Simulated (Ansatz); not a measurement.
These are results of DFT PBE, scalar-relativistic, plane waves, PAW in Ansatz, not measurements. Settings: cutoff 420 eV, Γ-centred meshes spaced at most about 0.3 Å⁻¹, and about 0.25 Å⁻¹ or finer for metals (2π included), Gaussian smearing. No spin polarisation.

These are static total energies at zero pressure.

Two forms of BaHf3O2 were relaxed alike.

A.

```yaml
crystal:
  lattice:
    - [6.51864, 0.00000, 0.00000]
    - [-3.25932, 5.64531, 0.00000]
    - [0.00000, 0.00000, 2.91774]
  atoms:
    - { symbol: Ba, position: [0.00000, 0.00000, 0.00000] }
    - { symbol: Hf, position: [0.50000, 0.00000, 0.50000] }
    - { symbol: Hf, position: [0.50000, 0.50000, 0.50000] }
    - { symbol: Hf, position: [0.00000, 0.50000, 0.50000] }
    - { symbol: O, position: [0.33333, 0.66667, 0.00000] }
    - { symbol: O, position: [0.66667, 0.33333, 0.00000] }
```

B.

```yaml
crystal:
  lattice:
    - [5.55479, 0.00000, 0.00000]
    - [-2.77740, 4.81059, 0.00000]
    - [0.00000, 0.00000, 8.73963]
  atoms:
    - { symbol: Ba, position: [0.00000, 0.00000, 0.50000] }
    - { symbol: Hf, position: [0.33333, 0.66667, 0.50000] }
    - { symbol: Hf, position: [0.66667, 0.33333, 0.50000] }
    - { symbol: Hf, position: [0.00000, 0.00000, 0.00000] }
    - { symbol: O, position: [0.00000, 0.00000, 0.78040] }
    - { symbol: O, position: [0.00000, 0.00000, 0.21960] }
```

Question: Which form is favoured at zero pressure, and by what margin per atom?

Answer: A is lower, by 1.31 eV/atom. A has space group P6/mmm (No. 191), 17.9 Å³/atom and no gap on its mesh; B has space group P6/mmm (No. 191), 38.9 Å³/atom and no gap. Counting O atoms around Ba and Hf (those within 1.25 times the shortest such distance or 1.15 times the sum of covalent radii; the shortest distance is added where it is long for a bond; a slash parts the counts of unlike sites), A has Ba 6 from 3.8 Å, Hf 4 and B has Ba 2, Hf 2/6 from 4.0 Å. The denser one is the lower, and pressure would at first widen the difference. In A, around Ba lie 2 Ba at 2.92 Å and 12 Hf at 3.57 Å; Hf is surrounded by 4 O at 2.38 Å, 2 Hf at 2.92 Å, 4 Hf at 3.26 Å and 4 Ba at 3.57 Å; around O lie 6 Hf at 2.38 Å and 2 O at 2.92 Å. In B, Ba has 2 O at 2.45 Å and 6 Hf at 3.21 Å; Hf on a site of symmetry -6m2 is surrounded by 3 Ba at 3.21 Å, 3 Hf at 3.21 Å and 6 O at 4.04 Å; O is surrounded by 1 Hf at 1.92 Å, 1 Ba at 2.45 Å, 1 O at 3.84 Å and 6 Hf at 4.04 Å; 1 more site not described. Both come from invented guesses. The lowest form computed isn't among them: it has space group P4/mmm (No. 123), 18.1 Å³/atom and lies 0.61 eV/atom below the best shown.

Spin–orbit coupling, which can matter for Hf, is left out. Cells relaxed within their symmetry can be saddle points. Some types were kept out of the candidates beforehand, so the set may lack a known form.
